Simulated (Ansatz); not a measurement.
Sc:

```
Sc
1.0
     0.00000    2.26000    2.26000
     2.26000    0.00000    2.26000
     2.26000    2.26000    0.00000
Sc
1
Direct
  0.00000 0.00000 0.00000
```

This isn't the form of Sc at room conditions, which is hcp.

```yaml
Program: Ansatz 0.2.0
Task: relaxation of cell and atoms
Functional: PBE
Potentials_or_basis: Ansatz PAW
Cutoff: "420 eV (not typed: the program's choice for these potentials)"
k_mesh: 10 × 10 × 10
Occupations: fermi-dirac, width 0.05 eV
Spin: no spin polarisation
```

At the start: volume 23.09 Å³/atom.

Problem. How do energy, volume and symmetry change on relaxing?

Solution. It ends after 4 steps and the volume is 24.70 Å³/atom (+7.0 %); space group Fm-3m (No. 225, to 0.05 Å).

Step by step:
| step | energy change (eV) | largest force (eV/Å) | volume (Å³) |
| --- | --- | --- | --- |
| 1 | 0.0000 | 0.0000 | 23.09 |
| 2 | -0.0171 | 0.0000 | 24.96 |
| 3 | -0.0177 | 0.0000 | 24.70 |
| 4 | -0.0179 | 0.0000 | 24.70 |

Final structure:
```
Sc
1.0
     0.00000    2.31138    2.31138
     2.31138    0.00000    2.31138
     2.31138    2.31138    0.00000
Sc
1
Direct
  0.00000 0.00000 0.00000
```

Caveat: the plane-wave basis is chosen anew once the cell has moved, so the energies of steps on either side of that aren't comparable.
